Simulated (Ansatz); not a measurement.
# TiN: what SCF settings change

Wanted: the cost and the effect of other mixers, smearings and limits on one cell of TiN. We look at TiN: its deposited structure (space group Fm-3m), with 2 atoms per cell. Source: COD entry 1011099, which need not be the ambient phase.

Computed with Ansatz 0.2.0 (DFT PBE, PAW, plane waves, scalar-relativistic, unless a step's input says otherwise).

## (1) The system as given

The structure is cubic, space group Fm-3m (No. 225). The conventional cell has a = 4.244 Å, b = 4.244 Å, c = 4.244 Å, α = 90.00°, β = 90.00°, γ = 90.00°. Ti (site symmetry m-3m) has 6 N at 2.12 Å as nearest neighbours. N (site symmetry m-3m) is surrounded by 6 Ti at 2.12 Å.

As a file:

```xyz
2
Lattice="0.0000 2.1220 2.1220 2.1220 0.0000 2.1220 2.1220 2.1220 0.0000" Properties=species:S:1:pos:R:3 pbc="T T T"
Ti    0.0000    0.0000    0.0000
N     2.1220    2.1220    2.1220
```

In tables a label like N2 counts atoms in the order of input.yaml; a structure file may count by element.

After the default run come: linear mixing, β 0.1, no preconditioner; Gaussian smearing, width 2.0 eV; Anderson, β 0.02, history 8, no preconditioner; iteration limit 8; Broyden, β 0.3, preconditioner LDOS; Broyden, β 0.5, preconditioner local Kerker; Anderson, β 1.0, history 2, no preconditioner; direct minimisation.

The search for lower states is off throughout, and inputs that name a mixer don't switch to direct minimisation unless they say so. Spin polarisation is off.

## (2) Default SCF settings

input.yaml reads:

```yaml
crystal:
  lattice:
    - [0.0, 2.122, 2.122]
    - [2.122, 0.0, 2.122]
    - [2.122, 2.122, 0.0]
  atoms:
    - { symbol: Ti, position: [0.0, 0.0, 0.0] }
    - { symbol: "N", position: [0.5, 0.5, 0.5] }
hamiltonian:
  xc: pbe
  pseudopotentials: { kind: paw }
basis:
  ecutwfc: 420
kpoints:
  mp_grid: { grid: [9, 9, 9] }
scf:
  occupations: { method: fermi_dirac, width: 0.05 }
  lower_state_search: "off"
output:
  forces: true
  stress: true
```

Launch:

```console
ansatz run input.yaml --threads 2 --pin off --max-ram 5120MiB --backend cpu --events-out ev --progress --plain --runs-dir out
```

The log of the run (excerpt; [...] marks lines left out):

```text
[...]
Pseudopotentials: kind: paw
Pseudopotential: Ti, paw, valence charge 12, recommended cutoff 420 eV (normal), Ti.paw.azcp
Pseudopotential: N, paw, valence charge 5, recommended cutoff 420 eV (normal), N.paw.azcp
Functional definition: PBE
[...]
Crystal: 2 atoms, lattice volume = 19.110 Å³
Basis set: ecut = 420 eV, 339 PW (Γ), exchange–correlation on 48×48×48 points (8 copies of the dense FFT grid, shifted against one another)
Bands: 13, of which v1, the nominal top of the filled ones, is band 9 counted from 1 (8 counted from 0)
Symmetry: 48 space group operations
Space group: Fm-3m (ITA 225), of the structure as read, at distance tolerance 2.7e-5 Å
k-points: 35 of 729
[...]
SCF iter   1: F=—  HF=-2887.116708 eV  |F-HF|=—  |Δ(HF+E_count)|=         —  Δρ=1.32e-3  dr2=1.27e-4  ethr=1.77e-3  ⟨swp⟩=4.3  Hψ=2075  notcnv=0
[...]
SCF iter   6: F=-2887.116491 eV  HF=-2887.116491 eV  |F-HF|=4.09e-12  |Δ(HF+E_count)|=  2.34e-10  Δρ=2.28e-7  dr2=6.68e-12  ethr=2.43e-12  ⟨swp⟩=1.0  Hψ=1178  notcnv=0
[...]
SCF converged after 6 iterations
Free energy (F): -2887.116491 eV
[...]
E sigma→0 (E₀):  -2887.113281 eV
Entropy (-TS):   -0.006420 eV (-3.210 meV/atom)
Fermi energy:    17.042892 eV
[...]
--- Forces (eV/Å), atoms counted from 1 ---
  atom   1  Ti    -0.00000000    -0.00000000     0.00000000
  atom   2  N      0.00000000    -0.00000000    -0.00000000
[...]
--- Stress (GPa, compression-positive) ---
        0.536951       0.000000       0.000000
        0.000000       0.536951      -0.000000
        0.000000      -0.000000       0.536951
  P = ⅓ Tr σ = 0.5370 GPa (5.370 kbar)
```

Wall time 0.41 s (2 threads of Arm Neoverse V2, shared host); peak memory 0.26 GiB.

The reference: 6 iterations with the default settings (MSR1 mixing, preconditioner none); with no gap on the k-mesh.

## (3) Linear mixing, β 0.1, no preconditioner

Changes to input.yaml since step 2:

```diff
@@ -18,2 +18,5 @@
   lower_state_search: "off"
+  algorithm: density_mixing
+  max_iter: 70
+  mixing: { algorithm: anderson, ndim: 1, beta: 0.1, preconditioner: none }
 output:
```

Launch:

```console
ansatz run input.yaml --threads 2 --pin off --max-ram 5120MiB --backend cpu --events-out ev --progress --plain --runs-dir out
```

The log of the run (excerpt; [...] marks lines left out):

```text
[... 23 lines as in an earlier run ...]
SCF iter   1: F=—  HF=-2887.116708 eV  |F-HF|=—  |Δ(HF+E_count)|=         —  Δρ=1.32e-3  dr2=1.27e-4  ethr=1.77e-3  ⟨swp⟩=4.3  Hψ=2075  notcnv=0
[...]
SCF iter  30: F=-2887.116491 eV  HF=-2887.116491 eV  |F-HF|=5.13e-7  |Δ(HF+E_count)|=   1.20e-7  Δρ=5.58e-5  dr2=8.79e-8  ethr=5.88e-10  ⟨swp⟩=3.0  Hψ=1021  notcnv=0
[...]
SCF converged after 30 iterations
Stability not checked: this state was not tested for a lower state beside it, because the mixer in use, unlike msr1, does not test its closes by its own steps (another_mixer; see scf.mixing.algorithm and scf.lower_state_search)
Free energy (F): -2887.116491 eV
[...]
E sigma→0 (E₀):  -2887.113281 eV
Entropy (-TS):   -0.006420 eV (-3.210 meV/atom)
Fermi energy:    17.042897 eV
[... 24 lines left out: energy terms, forces, stress ...]
```

Wall time 0.78 s (2 threads of Arm Neoverse V2, shared host); peak memory 0.25 GiB.

Compared with step 2: the same free energy; 30 iterations in place of 6.

## (4) Gaussian smearing, width 2.0 eV

Changes to input.yaml since step 3:

```diff
@@ -16,7 +16,5 @@
 scf:
-  occupations: { method: fermi_dirac, width: 0.05 }
+  occupations: { method: gaussian, width: 2.0 }
   lower_state_search: "off"
-  algorithm: density_mixing
   max_iter: 70
-  mixing: { algorithm: anderson, ndim: 1, beta: 0.1, preconditioner: none }
 output:
```

Launch:

```console
ansatz run input.yaml --threads 2 --pin off --max-ram 5120MiB --backend cpu --events-out ev --progress --plain --runs-dir out
```

The log of the run (excerpt; [...] marks lines left out):

```text
band count auto-derived: 15 (N_el = 17.0; filled up to band 9; 13 by the electrons, moments and atoms)
[... 11 lines as in an earlier run ...]
Bands: 15, of which v1, the nominal top of the filled ones, is band 9 counted from 1 (8 counted from 0)
[... 11 lines as in an earlier run ...]
SCF iter   1: F=—  HF=-2887.951966 eV  |F-HF|=—  |Δ(HF+E_count)|=         —  Δρ=1.42e-2  dr2=4.23e-2  ethr=1.77e-3  ⟨swp⟩=3.6  Hψ=2026  notcnv=0
[...]
SCF iter   6: F=-2887.941034 eV  HF=-2887.941034 eV  |F-HF|=2.04e-10  |Δ(HF+E_count)|=   3.88e-8  Δρ=1.17e-6  dr2=3.00e-10  ethr=8.82e-11  ⟨swp⟩=1.2  Hψ=1546  notcnv=0
[...]
SCF converged after 6 iterations
Free energy (F): -2887.941034 eV
[...]
E sigma→0 (E₀):  -2887.129916 eV
Entropy (-TS):   -1.622235 eV (-811.117 meV/atom)
Fermi energy:    16.652183 eV
[...]
--- Forces (eV/Å), atoms counted from 1 ---
  atom   1  Ti    -0.00000000     0.00000000    -0.00000000
  atom   2  N      0.00000000    -0.00000000     0.00000000
[...]
--- Stress (GPa, compression-positive) ---
       10.008209       0.000000       0.000000
        0.000000      10.008209      -0.000000
       -0.000000       0.000000      10.008209
  P = ⅓ Tr σ = 10.0082 GPa (100.082 kbar)
```

Run time: 0.43 s. Hardware: 2 threads of Arm Neoverse V2, shared host; peak memory 0.25 GiB.

6 iterations, as in the default run; free energy shifted by -412 meV/atom, zero-width estimate shifted by -8.3 meV/atom, so these numbers say nothing of the material, pressure 10.0 GPa against 0.5.

## (5) Anderson, β 0.02, history 8, no preconditioner

Changes to input.yaml since step 4:

```diff
@@ -16,5 +16,7 @@
 scf:
-  occupations: { method: gaussian, width: 2.0 }
+  occupations: { method: fermi_dirac, width: 0.05 }
   lower_state_search: "off"
+  algorithm: density_mixing
   max_iter: 70
+  mixing: { algorithm: anderson, ndim: 8, beta: 0.02, preconditioner: none }
 output:
```

Launch:

```console
ansatz run input.yaml --threads 2 --pin off --max-ram 5120MiB --backend cpu --events-out ev --progress --plain --runs-dir out
```

The log of the run (excerpt; [...] marks lines left out):

```text
[... 23 lines as in an earlier run ...]
SCF iter   1: F=—  HF=-2887.116708 eV  |F-HF|=—  |Δ(HF+E_count)|=         —  Δρ=1.32e-3  dr2=1.27e-4  ethr=1.77e-3  ⟨swp⟩=4.3  Hψ=2075  notcnv=0
[...]
SCF iter   7: F=-2887.116491 eV  HF=-2887.116491 eV  |F-HF|=1.30e-8  |Δ(HF+E_count)|=   1.96e-6  Δρ=1.93e-5  dr2=5.37e-8  ethr=5.88e-10  ⟨swp⟩=3.0  Hψ=1776  notcnv=0
[...]
SCF converged after 7 iterations
[... 1 line as in an earlier run ...]
Free energy (F): -2887.116491 eV
[...]
E sigma→0 (E₀):  -2887.113281 eV
Entropy (-TS):   -0.006420 eV (-3.210 meV/atom)
Fermi energy:    17.042808 eV
[... 24 lines left out: energy terms, forces, stress ...]
```

Run time: 0.41 s. Hardware: 2 threads of Arm Neoverse V2, shared host; peak memory 0.25 GiB.

It takes 7 iterations (default 6). Against the default run: the same free energy.

## (6) Iteration limit 8

Changes to input.yaml since step 5:

```diff
@@ -18,5 +18,3 @@
   lower_state_search: "off"
-  algorithm: density_mixing
-  max_iter: 70
-  mixing: { algorithm: anderson, ndim: 8, beta: 0.02, preconditioner: none }
+  max_iter: 8
 output:
```

Launch:

```console
ansatz run input.yaml --threads 2 --pin off --max-ram 5120MiB --backend cpu --events-out ev --progress --plain --runs-dir out
```

The log of the run (excerpt; [...] marks lines left out):

```text
[... 23 lines as in an earlier run ...]
SCF iter   1: F=—  HF=-2887.116708 eV  |F-HF|=—  |Δ(HF+E_count)|=         —  Δρ=1.32e-3  dr2=1.27e-4  ethr=1.77e-3  ⟨swp⟩=4.3  Hψ=2075  notcnv=0
[...]
SCF iter   4: F=-2887.116491 eV  HF=-2887.116491 eV  |F-HF|=7.20e-9  |Δ(HF+E_count)|=   7.86e-7  Δρ=1.13e-5  dr2=1.23e-8  ethr=5.88e-10  ⟨swp⟩=4.0  Hψ=1373  notcnv=0
[...]
SCF converged after 4 iterations
Stability not checked: this state was not tested for a lower state beside it, because too few of the mixer's solves of this state at the end of the SCF gave a reading for the test (the SCF was short, the solves that were read can be of a state that the SCF has left, the mixer's history [...]
Free energy (F): -2887.116491 eV
[...]
E sigma→0 (E₀):  -2887.113281 eV
Entropy (-TS):   -0.006420 eV (-3.210 meV/atom)
Fermi energy:    17.042986 eV
[... 24 lines left out: energy terms, forces, stress ...]
```

Run time: 0.36 s. Hardware: 2 threads of Arm Neoverse V2, shared host; peak memory 0.26 GiB.

4 iterations against 6; the same free energy.

## (7) Broyden, β 0.3, preconditioner LDOS

Changes to input.yaml since step 6:

```diff
@@ -18,3 +18,5 @@
   lower_state_search: "off"
-  max_iter: 8
+  algorithm: density_mixing
+  max_iter: 70
+  mixing: { algorithm: broyden, beta: 0.3, preconditioner: ldos }
 output:
```

Launch:

```console
ansatz run input.yaml --threads 2 --pin off --max-ram 5120MiB --backend cpu --events-out ev --progress --plain --runs-dir out
```

The log of the run (excerpt; [...] marks lines left out):

```text
[... 23 lines as in an earlier run ...]
SCF iter   1: F=—  HF=-2887.116710 eV  |F-HF|=—  |Δ(HF+E_count)|=         —  Δρ=1.32e-3  dr2=1.27e-4  ethr=1.77e-3  ⟨swp⟩=4.3  Hψ=2075  notcnv=0
[...]
SCF iter   5: F=-2887.116491 eV  HF=-2887.116491 eV  |F-HF|=2.95e-8  |Δ(HF+E_count)|=   4.46e-7  Δρ=2.21e-5  dr2=4.81e-8  ethr=5.88e-10  ⟨swp⟩=4.0  Hψ=1337  notcnv=0
[...]
SCF converged after 5 iterations
[... 1 line as in an earlier run ...]
Free energy (F): -2887.116491 eV
[...]
E sigma→0 (E₀):  -2887.113281 eV
Entropy (-TS):   -0.006420 eV (-3.210 meV/atom)
Fermi energy:    17.042846 eV
[... 24 lines left out: energy terms, forces, stress ...]
```

Run time: 0.38 s. Hardware: 2 threads of Arm Neoverse V2, shared host; peak memory 0.26 GiB.

It takes 5 iterations (default 6). Against the default run: the same free energy.

## (8) Broyden, β 0.5, preconditioner local Kerker

Changes to input.yaml since step 7:

```diff
@@ -20,3 +20,3 @@
   max_iter: 70
-  mixing: { algorithm: broyden, beta: 0.3, preconditioner: ldos }
+  mixing: { algorithm: broyden, beta: 0.5, preconditioner: local_kerker }
 output:
```

Launch:

```console
ansatz run input.yaml --threads 2 --pin off --max-ram 5120MiB --backend cpu --events-out ev --progress --plain --runs-dir out
```

The log of the run (excerpt; [...] marks lines left out):

```text
[... 23 lines as in an earlier run ...]
SCF iter   1: F=—  HF=-2887.116710 eV  |F-HF|=—  |Δ(HF+E_count)|=         —  Δρ=1.32e-3  dr2=1.27e-4  ethr=1.77e-3  ⟨swp⟩=4.3  Hψ=2075  notcnv=0
[...]
SCF iter   5: F=-2887.116491 eV  HF=-2887.116491 eV  |F-HF|=1.41e-8  |Δ(HF+E_count)|=   7.98e-8  Δρ=1.05e-5  dr2=1.07e-8  ethr=5.88e-10  ⟨swp⟩=4.0  Hψ=1350  notcnv=0
[...]
SCF converged after 5 iterations
[... 1 line as in an earlier run ...]
Free energy (F): -2887.116491 eV
[...]
E sigma→0 (E₀):  -2887.113281 eV
Entropy (-TS):   -0.006420 eV (-3.210 meV/atom)
Fermi energy:    17.042882 eV
[... 24 lines left out: energy terms, forces, stress ...]
```

It took 0.39 s on 2 threads of Arm Neoverse V2, shared host; peak memory 0.25 GiB.

5 iterations against 6; the same free energy.

## (9) Anderson, β 1.0, history 2, no preconditioner

Changes to input.yaml since step 8:

```diff
@@ -20,3 +20,3 @@
   max_iter: 70
-  mixing: { algorithm: broyden, beta: 0.5, preconditioner: local_kerker }
+  mixing: { algorithm: anderson, ndim: 2, beta: 1.0, preconditioner: none }
 output:
```

Launch:

```console
ansatz run input.yaml --threads 2 --pin off --max-ram 5120MiB --backend cpu --events-out ev --progress --plain --runs-dir out
```

The log of the run (excerpt; [...] marks lines left out):

```text
[... 23 lines as in an earlier run ...]
SCF iter   1: F=—  HF=-2887.116708 eV  |F-HF|=—  |Δ(HF+E_count)|=         —  Δρ=1.32e-3  dr2=1.27e-4  ethr=1.77e-3  ⟨swp⟩=4.3  Hψ=2075  notcnv=0
[...]
SCF iter  13: F=-2887.116491 eV  HF=-2887.116491 eV  |F-HF|=3.06e-8  |Δ(HF+E_count)|=   5.71e-8  Δρ=1.47e-5  dr2=3.11e-8  ethr=5.88e-10  ⟨swp⟩=2.1  Hψ=1652  notcnv=0
[...]
SCF converged after 13 iterations
[... 1 line as in an earlier run ...]
Free energy (F): -2887.116491 eV
[...]
E sigma→0 (E₀):  -2887.113281 eV
Entropy (-TS):   -0.006420 eV (-3.210 meV/atom)
Fermi energy:    17.042734 eV
[... 24 lines left out: energy terms, forces, stress ...]
```

It took 0.57 s on 2 threads of Arm Neoverse V2, shared host; peak memory 0.26 GiB.

Compared with step 2: the same free energy; 13 iterations in place of 6.

## (10) Direct minimisation

Changes to input.yaml since step 9:

```diff
@@ -18,5 +18,4 @@
   lower_state_search: "off"
-  algorithm: density_mixing
-  max_iter: 70
-  mixing: { algorithm: anderson, ndim: 2, beta: 1.0, preconditioner: none }
+  algorithm: direct_min
+  max_iter: 150
 output:
```

Launch:

```console
ansatz run input.yaml --threads 2 --pin off --max-ram 5120MiB --backend cpu --events-out ev --progress --plain --runs-dir out
```

The log of the run (excerpt; [...] marks lines left out):

```text
[... 23 lines as in an earlier run ...]
SCF iter   1: F=—  HF=-2887.116065 eV  |F-HF|=—  |Δ(HF+E_count)|=         —  Δρ=1.28e-3  dr2=1.14e-4  ethr=1.77e-3  ⟨swp⟩=4.6  Hψ=1729  notcnv=0
[...]
SCF iter   5: F=-2887.116491 eV  HF=-2887.116491 eV  |F-HF|=9.14e-10  |Δ(HF+E_count)|=   1.78e-7  Δρ=2.72e-6  dr2=9.44e-10  ethr=4.90e-12  ⟨swp⟩=4.0  Hψ=2134  notcnv=0
[...]
SCF converged after 5 iterations
Stability not checked: this state was not tested for a lower state beside it, because a direct minimisation reached the state, and no test of it is asked (direct_minimisation; see scf.lower_state_search)
Free energy (F): -2887.116491 eV
[...]
E sigma→0 (E₀):  -2887.113281 eV
Entropy (-TS):   -0.006420 eV (-3.210 meV/atom)
Fermi energy:    17.042867 eV
[... 29 lines left out: energy terms, forces, stress, bands ...]
```

Run time: 0.89 s. Hardware: 2 threads of Arm Neoverse V2, shared host; peak memory 0.26 GiB.

Compared with step 2: the same free energy; 5 iterations in place of 6.

## (11) The runs side by side

| step | settings | iterations | time | against the default run |
| --- | --- | --- | --- | --- |
| 2 | default SCF settings | 6 | 0.41 s | reference |
| 3 | linear mixing, β 0.1, no preconditioner | 30 | 0.78 s | the same free energy |
| 4 | Gaussian smearing, width 2.0 eV | 6 | 0.43 s | free energy shifted by -412 meV/atom, zero-width estimate shifted by -8.3 meV/atom, so these numbers say nothing of the material, pressure 10.0 GPa against 0.5 |
| 5 | Anderson, β 0.02, history 8, no preconditioner | 7 | 0.41 s | the same free energy |
| 6 | iteration limit 8 | 4 | 0.36 s | the same free energy |
| 7 | Broyden, β 0.3, preconditioner LDOS | 5 | 0.38 s | the same free energy |
| 8 | Broyden, β 0.5, preconditioner local Kerker | 5 | 0.39 s | the same free energy |
| 9 | Anderson, β 1.0, history 2, no preconditioner | 13 | 0.57 s | the same free energy |
| 10 | direct minimisation | 5 | 0.89 s | the same free energy |

Decimal logarithm of the largest residual (eV) by iteration, counted through all cycles of a run (8 of the 9 runs):

```tsv
iteration	step 2	step 3	step 4	step 5	step 6	step 7	step 8	step 9
1	-3.9	-3.9	-1.4	-3.9	-3.9	-3.9	-3.9	-3.9
2	-4.7	-4.2	-1.7	-4.0	-4.7	-4.5	-4.8	-3.0
3	-6.6	-4.5	-3.4	-4.4	-6.6	-5.3	-5.3	-4.9
4	-7.9	-4.6	-5.9	-4.6	-7.9	-6.5	-7.0	-5.5
5	-9.4	-4.7	-7.8	-5.6	-	-7.3	-8.0	-4.9
6	-11.2	-4.9	-9.5	-5.6	-	-	-	-5.2
9	-	-5.2	-	-	-	-	-	-6.2
12	-	-5.4	-	-	-	-	-	-6.5
14	-	-5.6	-	-	-	-	-	-
17	-	-5.9	-	-	-	-	-	-
19	-	-6.1	-	-	-	-	-	-
22	-	-6.4	-	-	-	-	-	-
25	-	-6.6	-	-	-	-	-	-
27	-	-6.8	-	-	-	-	-	-
30	-	-7.1	-	-	-	-	-	-
```

## (12) What came out

| quantity | value |
| --- | --- |
| default run | 6 iterations, with no gap on the k-mesh |
| fewest iterations to that state among the runs shown (an iteration of direct minimisation costs more) | 4 (iteration limit 8) |
| most iterations to it | 30 (linear mixing, β 0.1, no preconditioner) |
| runs that end in another state, among changes of path alone | 0 |
| largest shift of the free energy by occupations, cutoff, mesh or field | -412 meV/atom (Gaussian smearing, width 2.0 eV) |

In words: 8 runs solve the same problem and reach the default's state, in 4 to 30 iterations: there the settings change the path, not the answer. Occupations, cutoff, mesh and fields change the problem that is solved, not just the path; the largest shift here is that of “Gaussian smearing, width 2.0 eV”. Other settings tried on this cell gave no result: Anderson, β 1.5, history 8 (input refused); linear mixing, β 1.0, Kerker (not converged after 70 iterations, cycles). Counts include iterations that the program adds to test a close, so a difference of one or two ranks nothing. The starting density is a sum of atomic densities corrected by a trained network, so it is already close to self-consistency.
